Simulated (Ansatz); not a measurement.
# KI: the cell at several levels of theory

The task here is to estimate one member of a computed series from the others.

The runs shown are made with Ansatz 0.2.0. PAW datasets, plane waves, zero pressure. (Simulation; spin polarisation is off.)

### Starting point

It is cubic, Fm-3m (No. 225); conventional cell a = 7.085 Å, 44.45 Å³ an atom. K has 6 I at 3.54 Å; I has 6 K at 3.54 Å.

Coordinates:

Space group Fm-3m (No. 225). a = 7.085 Å, b = 7.085 Å, c = 7.085 Å, α = 90.00°, β = 90.00°, γ = 90.00°
```json
{"atom": "K", "site": "4a", "symmetry": "m-3m", "x": "0.0000", "y": "0.0000", "z": "0.0000"}
{"atom": "I", "site": "4b", "symmetry": "m-3m", "x": "0.5000", "y": "0.0000", "z": "0.0000"}
```

The first run:

The input, input.yaml:

```yaml
crystal:
  lattice:
    - [0.0, 3.5424356157, 3.5424356157]
    - [3.5424356157, 0.0, 3.5424356157]
    - [3.5424356157, 3.5424356157, 0.0]
  atoms:
    - { symbol: K, position: [0.0, 0.0, 0.0] }
    - { symbol: I, position: [0.5, 0.5, 0.5] }
kpoints:
  mp_grid: { grid: [6, 6, 6] }
hamiltonian:
  xc: pbe
scf:
  occupations: { method: fermi_dirac, width: 0.02 }
relax:
  f_tol: 0.005
  cell: {}
```

Launch:

```sh
$ ansatz run input.yaml --threads 2 --pin off --max-ram 29491MiB --backend cpu --events-out ev --progress --plain --runs-dir out
```

Among the steps run: PBE: cell and atoms; Relaxation with r2SCAN; PBEsol: cell and atoms; Relaxation with LDA; HSE06: cell and atoms.

One of the session's tables, all rows but one given; the rest of the session is left out.

| level | a (Å) | volume (Å³/atom) |
| --- | --- | --- |
| PBE | 7.178 | 46.232 |
| r2SCAN | ? | ? |
| PBEsol | 7.009 | 43.037 |
| LDA | 6.824 | 39.729 |
| HSE06 | 7.143 | 45.562 |

Q: Estimate the row for r2SCAN from the others.

**Answer.** a (Å): 7.089; volume (Å³/atom): 44.531. In the column «a (Å)» it lies between PBEsol (7.009) and HSE06 (7.143).

From the start to the first minimum the volume moved by +4.0 %. The volume runs from LDA (least) to PBE (most), a spread of 16.4 %, or 5.2 % in length if all axes shared it alike. The meshes differ: PBE 6×6×6, r2SCAN 6×6×6, PBEsol 6×6×6, LDA 6×6×6, HSE06 4×4×4.
